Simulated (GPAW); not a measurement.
# BaTiO3 (Barioperovskite) (Amm2) in GPAW: single point with PBE

Aim: the single point of BaTiO3 (Barioperovskite) with PBE.

Everything below comes from runs of GPAW 26.7.0. Logs are shortened: lines on timing, memory, paths and dates and some standing lists are left out, and cuts for length are marked. The log counts tension as positive stress, the text compression.

## (1) Starting point

It takes space group Amm2 (No. 38, orthorhombic). The conventional cell has a = 3.986 Å, b = 5.674 Å, c = 5.690 Å, α = 90.00°, β = 90.00°, γ = 90.00°. Ba (site symmetry mm2) is surrounded by 12 O at 2.77 to 2.92 Å. Ti (site symmetry mm2) is surrounded by 6 O at 1.93 to 2.09 Å. O (site symmetry m) is surrounded by 2 Ti at 1.93 to 2.09 Å. O (site symmetry mm2) has 2 Ti at 2.00 Å as nearest neighbours.

## (2) Single point, PBE

run.py

```python
from ase.dft.bandgap import bandgap
from ase.io import read, write
from ase.units import GPa
from gpaw import GPAW, PW

atoms = read('POSCAR')

calc = GPAW(mode=PW(600),
            xc='PBE',
            kpts={'size': (6, 6, 6), 'gamma': True},
            occupations={'name': 'fermi-dirac', 'width': 0.05},
            nbands=36,
            maxiter=120,
            txt='gpaw.txt')
atoms.calc = calc
energy = atoms.get_potential_energy()
forces = atoms.get_forces()
stress = atoms.get_stress()
calc.write('gs.gpw')
write('result.traj', atoms)
print(f'Energy: {energy:.6f} eV')
print('Forces (eV/A):')
print(forces.round(4))
print('Stress (GPa):', (stress / GPa).round(3))
print('Fermi level:', round(calc.get_fermi_level(), 4), 'eV')
print(f'Gap: {bandgap(calc)[0]:.4f} eV, direct: {bandgap(calc, direct=True)[0]:.4f} eV')
```

POSCAR

```
BaTiO3
1.0
    3.9855000000      0.0000000000      0.0000000000
    0.0000000000      2.8369000000      2.8451500000
    0.0000000000     -2.8369000000      2.8451500000
Ba Ti O
1 1 3
Direct
    0.0000000000      0.0000000000      0.0000000000
    0.5000000000      0.5124000000      0.5124000000
    0.5000000000      0.9918400000      0.5052400000
    0.5000000000      0.5052400000      0.9918400000
    0.0000000000      0.4874000000      0.4874000000
```

Potentials or basis: GPAW PAW data sets (gpaw-data 1.2.1), pw.

Run with:

```console
$ OMP_NUM_THREADS=1 python run.py
```

gpaw.txt:

```text
__  _  _
 | _ |_)|_||  |
 |__||  | ||/\| - 26.7.0

Input parameters:
  mode=PW(ecut=600.0),
  kpts=MonkhorstPack(size=(6, 6, 6), gamma=True),
  maxiter=120,
  nbands=36,
  occupations=Occupations(name='fermi-dirac', width=0.05),
  xc=XC(name='PBE')

Diagonalizing LCAO Hamiltonian
Converting LCAO to pw mode

              O
            O
        O    Ti

        Ba

Atoms  # Å, Bohr magnetons
|   | symbol |        x |         y |        z |    initial magnetic moments |
|---|--------|----------|-----------|----------|-----------------------------|
| 0 |     Ba | 0.000000 |  0.000000 | 0.000000 | ( 0.0000,  0.0000,  0.0000) |
| 1 |     Ti | 1.992750 |  0.000000 | 2.915710 | ( 0.0000,  0.0000,  0.0000) |
| 2 |      O | 1.992750 |  1.380436 | 4.259417 | ( 0.0000,  0.0000,  0.0000) |
| 3 |      O | 1.992750 | -1.380436 | 4.259417 | ( 0.0000,  0.0000,  0.0000) |
| 4 |      O | 0.000000 | -0.000000 | 2.773452 | ( 0.0000,  0.0000,  0.0000) |

Unit cell  # Å
| periodic |        x |         y |        z |  lengths |    angles |
|----------|----------|-----------|----------|----------|-----------|
|      yes | 3.985500 |  0.000000 | 0.000000 | 3.985500 | 89.833620 |
|      yes | 0.000000 |  2.836900 | 2.845150 | 4.017820 | 90.000000 |
|      yes | 0.000000 | -2.836900 | 2.845150 | 4.017820 | 90.000000 |

Number of symmetries: 4
Symmetry operations  # r_c * U_cc + t_c -> r_c
|   | kind |            matrix            |
|---|------|------------------------------|
| 0 |  E   |  1, 0, 0,  0, 1, 0,  0, 0, 1 |
| 1 |  σ   |  1, 0, 0,  0, 0, 1,  0, 1, 0 |
| 2 |  σ   | -1, 0, 0,  0, 1, 0,  0, 0, 1 |
| 3 |  C2  | -1, 0, 0,  0, 0, 1,  0, 1, 0 |

BZ-sampling:
  Number of BZ points: 216
  Number of IBZ points: 52

  Monkhorst-Pack size: [6, 6, 6]
  Monkhorst-Pack shift: [0.08333333333333333, 0.08333333333333333, 0.08333333333333333]

K-points  # in reciprocal-cell coordinates
|     |                                coordinates |     weight |
|-----|--------------------------------------------|------------|
|   0 | (  0.00000000,   0.00000000,   0.00000000) | 0.00462963 |
|   1 | (  0.00000000,   0.16666667,  -0.16666667) | 0.00925926 |
|   2 | (  0.00000000,   0.16666667,   0.00000000) | 0.01851852 |
|   3 | (  0.00000000,   0.16666667,   0.16666667) | 0.00925926 |
|   4 | (  0.00000000,   0.33333333,  -0.33333333) | 0.00925926 |
|   5 | (  0.00000000,   0.33333333,  -0.16666667) | 0.01851852 |
|   6 | (  0.00000000,   0.33333333,   0.00000000) | 0.01851852 |
|   7 | (  0.00000000,   0.33333333,   0.16666667) | 0.01851852 |
|   8 | (  0.00000000,   0.33333333,   0.33333333) | 0.00925926 |
|   9 | (  0.00000000,   0.50000000,   0.00000000) | 0.00925926 |
| ... |                                            |            |
|  51 | (  0.50000000,   0.50000000,   0.50000000) | 0.00462963 |

Plane wave coefficients: 2176
Cutoff: 600.0 eV

Spin-components: 1 (collinear spins)
Bands:           36
Projectors:      27
Spin-degeneracy: 2
Datatype:        complex128

Parallelization:
  kpt:    1
  domain: 1
  band:   1

Density:
  Valence electrons: 40.0
  Components: 1
  Grid points: [24 24 24]
  Charge: 0.0  # |e|

Potential:
  Grid points: [24 24 24]

species:
  Ba:
    name:    Barium
    Z:       56.0
    valence: 10
    core:    46
    charge:  0.0  # [|e|]
    compensation charges:
      type: gauss
      rc: 0.37  # [Å]
      lmax: 2
    cutoffs:
      filter: 2.06  # [Å]
      core: 2.33  # [Å]
    projectors
    | kind |    occ | energy [eV] | rcut [Å] |
    |------|--------|-------------|----------|
    |   5s |  2.000 |     -33.644 |    1.164 |
    |   6s |  2.000 |      -3.229 |    1.164 |
    |   5p |  6.000 |     -18.744 |    1.164 |
    |    p |        |       0.000 |    1.164 |
    |    d |        |       0.000 |    1.164 |
    |    d |        |      27.211 |    1.164 |

    Using partial waves for Ba as LCAO basis

  Ti:
    name:    Titanium
    Z:       22.0
    valence: 12
    core:    10
    charge:  0.0  # [|e|]
    compensation charges:
      type: gauss
      rc: 0.38  # [Å]
      lmax: 2
    cutoffs:
      filter: 2.23  # [Å]
      core: 1.02  # [Å]
    projectors
    | kind |    occ | energy [eV] | rcut [Å] |
    |------|--------|-------------|----------|
    |   3s |  2.000 |     -62.623 |    1.270 |
    |   4s |  2.000 |      -4.466 |    1.270 |
    |   3p |  6.000 |     -38.862 |    1.058 |
    |   4p |  0.000 |      -1.466 |    1.058 |
    |   3d |  2.000 |      -4.258 |    1.058 |
    |    d |        |      22.953 |    1.058 |

    Using partial waves for Ti as LCAO basis

  O:
    name:    Oxygen
    Z:       8.0
    valence: 6
    core:    2
    charge:  0.0  # [|e|]
    compensation charges:
      type: gauss
      rc: 0.21  # [Å]
      lmax: 2
    cutoffs:
      filter: 1.17  # [Å]
      core: 0.83  # [Å]
    projectors
    | kind |    occ | energy [eV] | rcut [Å] |
    |------|--------|-------------|----------|
    |   2s |  2.000 |     -23.961 |    0.688 |
    |   2p |  4.000 |      -9.029 |    0.598 |
    |    s |        |       3.251 |    0.688 |
    |    p |        |      18.182 |    0.598 |
    |    d |        |       0.000 |    0.619 |

    Using partial waves for O as LCAO basis

Reference energy: -250624.413696  # eV

eigensolver:
  PPCG
  Converge bands: occupied
  niter=2

density mixing:
  MSR1-Mixer
  Pratt-step length: 0.05
  Maximum mixing coefficient: 0.75
  Old densities: 10
  SVD Regularization: 0.005
  Good broyden scale: 1.0
  Trust region scale: 1.0
  Backstep threshold: 4.0
  History deletion threshold: 6.0
  Fourier metric: weight=20.0, sigma=0.015

occupation numbers:
  Fermi-Dirac:
    width: 0.0500  # eV

poisson solver:
  ecut: 4800.0  # eV

xc functional:
  name: PBE with 2 nearest neighbor stencil

convergence criteria:
- Maximum [total energy] change in last 3 cyles: 0.0005 eV / valence electron
- Maximum integral of absolute [dens]ity change: 0.0001 electrons / valence electron
- Maximum integral of absolute [eigenst]ate change: 4e-08 eV^2 / valence electron
maximum number of iterations: 120

SCF iterations
|iter     | |      energy | eigst |  dens |
|---------|-|-------------|-------|-------|
|iter:   1| |  -44.510059 | +0.09 |       |
|iter:   2| |  -42.806166 | -1.58 | -0.87 |
|iter:   3| |  -39.462468 | -0.96 | -0.94 |
|iter:   4| |  -39.260988 | -2.16 | -1.45 |
|iter:   5| |  -39.225755 | -2.84 | -1.62 |
|iter:   6| |  -39.231720 | -3.48 | -1.96 |
|iter:   7| |  -39.232018c| -4.63 | -2.74 |
|iter:   8| |  -39.231926c| -5.13 | -3.02 |
|iter:   9| |  -39.231935c| -6.31 | -3.49 |
|iter:  10| |  -39.231936c| -7.41c| -3.97 |
|iter:  11| |  -39.231936c| -8.02c| -4.98c|

Converged in 11 steps
Energy contributions relative to reference atoms: (reference = -250624.413696)

Energy contributions:
  Kinetic:          43.116822
  Coulomb:         -45.210800
  Zero:              0.575926
  External:          0.000000
  Xc:              -37.713884
  Entropy:          -0.000000
  Spinorbit:         0.000000
  ----------------------------
  Free energy:     -39.231936
  Extrapolated:    -39.231936

dipole moment: (-35.303424, -0.000000, -19.467775)  # |e|*Ang

Fermi level: 8.599
Eigenvalues  # (at kpt = [0.000, 0.000, 0.000])
| band index |      eig [eV] | occ [0-2] |
|------------|---------------|-----------|
|          0 |       -48.876 |     2.000 |
|        ... |               |           |
|         12 |         5.351 |     2.000 |
|         13 |         5.351 |     2.000 |
|         14 |         6.429 |     2.000 |
|         15 |         6.483 |     2.000 |
|         16 |         6.539 |     2.000 |
|         17 |         7.290 |     2.000 |
[... 8 lines left out ...]
|         26 |        12.760 |     0.000 |
|         27 |        14.993 |     0.000 |
|        ... |               |           |
|         35 |        27.328 |     0.000 |

Gap: 1.891 eV
Transition (v -> c):
  (s=0, k=51, n=19, [0.50, 0.50, 0.50]) -> (s=0, k=0, n=20, [0.00, 0.00, 0.00])
Direct/indirect transitions are different
Direct gap: 2.086 eV
Transition at: (s=0, k=0, n=19, [0.00, 0.00, 0.00])

Forces  # eV/Ang
|        x |        y |        z |
|----------|----------|----------|
|  0.00000 | -0.00000 |  0.15644 |  # Ba   0
|  0.00000 |  0.00000 |  0.12216 |  # Ti   1
| -0.00000 |  0.04176 | -0.24551 |  # O    2
|  0.00000 | -0.04176 | -0.24551 |  # O    3
|  0.00000 |  0.00000 |  0.21062 |  # O    4

Stress tensor  # eV/Ang^3
|        x |        y |        z |
|----------|----------|----------|
| 0.003384 | 0.000000 | 0.000000 |
| 0.000000 | 0.002607 | 0.000000 |
| 0.000000 | 0.000000 | 0.006581 |

# Writing to gs.gpw (mode='')
```

Run time: 3.2 min. Hardware: 1 thread of Intel Xeon at 2.50GHz (Skylake/Cascade Lake), shared host; peak memory 0.25 GiB.

What came out:

| Quantity | Value |
| --- | --- |
| Free energy | -39.2319 eV |
| Pressure | -0.7 GPa |
| Largest force | 0.249 eV/Å |
| Band gap on the k mesh | 1.89 eV, indirect (least direct gap 2.09 eV) |

Forces on the atoms (eV/Å):
```
Ba   0.000  0.000  0.156
Ti   0.000  0.000  0.122
O    0.000  0.042 -0.246
O    0.000 -0.042 -0.246
O    0.000  0.000  0.211
```

Caveat: the cutoff is short for stress and forces, so pressures can be off by a GPa or more; spin-orbit coupling is left out, which moves the levels of the heavy elements. As with any semilocal functional, this PBE gap is likely too small.

## (3) For comparison

An earlier run on the cell as given: functional PBE; potentials or basis GPAW PAW data sets (gpaw-data 1.2.1); cutoff 800 eV; basis pw; k mesh 7 × 7 × 7; occupations fermi-dirac, width 0.05 eV; no spin polarisation.

* Pressure: 3.6 GPa
* Largest force: 0.246 eV/Å
* Band gap on the k mesh: 1.96 eV, indirect (least direct gap 2.09 eV)
